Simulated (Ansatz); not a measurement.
# SiS2: the cost of one run

Computed with Ansatz 0.2.0 (DFT PBE, scalar-relativistic, plane waves, PAW, unless a step's input says otherwise).

## 1. The starting structure

It takes space group Ibam (No. 72, orthorhombic). Conventional cell: a = 5.650 Å, b = 9.570 Å, c = 5.540 Å, α = 90.00°, β = 90.00°, γ = 90.00°. Around Si (site symmetry 222) lie 4 S at 2.16 Å. S (site symmetry m) is surrounded by 2 Si at 2.16 Å.

Coordinates:

```cif
data_structure
_symmetry_space_group_name_H-M 'P 1'
_symmetry_Int_Tables_number 1
_cell_length_a 6.2088
_cell_length_b 6.2088
_cell_length_c 6.2088
_cell_angle_alpha 125.871
_cell_angle_beta 79.171
_cell_angle_gamma 127.008
_cell_volume 149.78
loop_
_atom_site_label
_atom_site_type_symbol
_atom_site_fract_x
_atom_site_fract_y
_atom_site_fract_z
_atom_site_occupancy
Si1 Si 0.75000 0.75000 0.00000 1
Si2 Si 0.25000 0.25000 0.00000 1
S1 S 0.88300 0.78300 0.66600 1
S2 S 0.11700 0.21700 0.33400 1
S3 S 0.38300 0.71700 0.10000 1
S4 S 0.61700 0.28300 0.90000 1
```

The start is a polymorph listed in a database, not an invented cell.

## 2. A first look at the guess

Contents of input.yaml:

```yaml
crystal:
  lattice:
    - [-2.82500005, 4.78499985, 2.76999998]
    - [2.82500005, -4.78499985, 2.76999998]
    - [2.82500005, 4.78499985, -2.76999998]
  atoms:
    - { symbol: Si, position: [0.75, 0.75, 0.0] }
    - { symbol: Si, position: [0.25, 0.25, 0.0] }
    - { symbol: S, position: [0.88300002, 0.78299999, 0.66600001] }
    - { symbol: S, position: [0.11699998, 0.21700001, 0.33399999] }
    - { symbol: S, position: [0.38300002, 0.71700001, 0.10000002] }
    - { symbol: S, position: [0.61699998, 0.28299999, 0.89999998] }
basis:
  ecutwfc: 420
kpoints:
  mp_grid: { grid: [4, 4, 4] }
hamiltonian:
  xc: pbe
scf:
  occupations: { method: gaussian, width: 0.1 }
  lower_state_search: "off"
output:
  forces: true
  stress: true
  eigenvalues: true
```

Command:

```
ansatz run input.yaml --threads 1 --pin off --max-ram 2560MiB --backend cpu --events-out ev --progress --plain --runs-dir out
```

What time and memory should one allow on 1 thread of Arm Neoverse V1, shared host?

About 4 s, with a peak of 0.39 GiB.
